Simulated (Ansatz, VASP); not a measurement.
Si in VASP and in Ansatz

File POSCAR:

```
Si
1.0
    0.0000000000      2.7221156830      2.7221156830
    2.7221156830      0.0000000000      2.7221156830
    2.7221156830      2.7221156830      0.0000000000
Si
2
Direct
    0.7500000000      0.7500000000      0.7500000000
    0.5000000000      0.5000000000      0.5000000000
```

Contents of INCAR.step1:

```
SYSTEM = Si
PREC = Accurate
ENCUT = 520
ISMEAR = 0
SIGMA = 0.02
LREAL = .False.
LASPH = .True.
NELM = 100
NBANDS = 11
GGA = PE
ALGO = Normal
EDIFF = 1E-4
LWAVE = .True.
LCHARG = .False.
```

File INCAR.step2:

```
SYSTEM = Si
PREC = Accurate
ENCUT = 520
EDIFF = 1E-7
ISMEAR = 0
SIGMA = 0.02
LREAL = .False.
LASPH = .True.
NELM = 100
ALGO = Normal
ISIF = 2
LWAVE = .False.
LCHARG = .False.
METAGGA = R2SCAN
LMIXTAU = .True.
NBANDS = 11
ISTART = 1
```

Contents of KPOINTS:

```
regular mesh
0
Gamma
  8 8 8
  0 0 0
```

Input for Ansatz:

```yaml
crystal:
  lattice:
    - [0.0, 2.722115683, 2.722115683]
    - [2.722115683, 0.0, 2.722115683]
    - [2.722115683, 2.722115683, 0.0]
  atoms:
    - { symbol: Si, position: [0.75, 0.75, 0.75] }
    - { symbol: Si, position: [0.5, 0.5, 0.5] }
basis:
  ecutwfc: 500
kpoints:
  mp_grid: { grid: [8, 8, 8] }
  band_path:
    path:
      - [[0.0, 0.0, 0.0], [0.5, 0.0, 0.5], [0.625, 0.25, 0.625]]
      - [[0.375, 0.375, 0.75], [0.0, 0.0, 0.0], [0.5, 0.5, 0.5], [0.5, 0.25, 0.75], [0.5, 0.0, 0.5]]
    npoints: 10
hamiltonian:
  xc: r2scan
scf:
  occupations: { method: gaussian, width: 0.02 }
  n_extra_bands: 7
output:
  forces: true
  stress: true
  eigenvalues: true
```

Alike in both runs: task single point; functional r2SCAN; k mesh 8 × 8 × 8; occupations gaussian, width 0.02 eV; no spin polarisation.

```csv
,VASP,Ansatz
version,VASP 6.6.1,Ansatz 0.2.0
potentials or method,"VASP PAW PBE potentials, release 64 (Si)","scalar-relativistic, plane waves, PAW"
plane-wave cutoff (eV),520,500
valence electrons in the cell,8,8
```

```tsv
	VASP	Ansatz	Ansatz less VASP
gap on the k mesh at the Fermi level (eV)	0.83	0.81	-0.015
least direct gap on the mesh (eV)	2.75	2.74	-0.016
pressure (GPa)	-0.2	0.0	+0.24
```

Caveats: the PAW data sets were made with another functional, which shifts forces and pressure a little (VASP). r2SCAN opens gaps a little over a GGA but as a rule still falls short of measured ones. A k mesh can miss the band edges.
